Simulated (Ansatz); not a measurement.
**Structure relaxation of Ag**

Computed with Ansatz, DFT PBE, scalar-relativistic, plane waves, PAW. Cutoff 420 eV, Γ-centred k mesh, Gaussian smearing, no spin polarisation in the final step.

Ag was placed on the simple cubic structure type (Pm-3m, No. 221), at a guessed volume.

```yaml
crystal:
  lattice:
    - [2.62951, 0.00000, 0.00000]
    - [0.00000, 2.62951, 0.00000]
    - [0.00000, 0.00000, 2.62951]
  atoms:
    - { symbol: Ag, position: [0.00000, 0.00000, 0.00000] }
```

Cell and atoms relax at zero pressure; the relaxation can't lower the symmetry of the start. After a coarse first stage the cell is made exact in the group found at 0.06 Å.

Energies count from the standard state of Ag at the same level.

(1) What does it relax into?

(2) What are its volume, energy, density and gap?

Results:

(1) It keeps Pm-3m (No. 221). The result has the simple cubic structure. Conventional cell: a = 2.750 Å. Ag has 6 Ag at 2.75 Å.

```
Ag
1.0
     2.75006    0.00000    0.00000
     0.00000    2.75006    0.00000
     0.00000    0.00000    2.75006
Ag
1
Direct
  0.00000 0.00000 0.00000
```

(2) The volume per atom is 20.80 Å³, the density is 8.61 g/cm³ and the energy over the standard structure is 0.33 eV/atom. The gap on the 20×20×20 mesh is 0 eV (a metal).

The final run used a 20×20×20 mesh on its 1-atom cell and 0.10 eV smearing. The k mesh leaves about 4 meV/atom of noise in metals. Symmetry constrained the relaxation, so the result can be a saddle point. The steps took of the order of 22 core-seconds in all.

This simple cubic form isn't the element's structure at ambient conditions.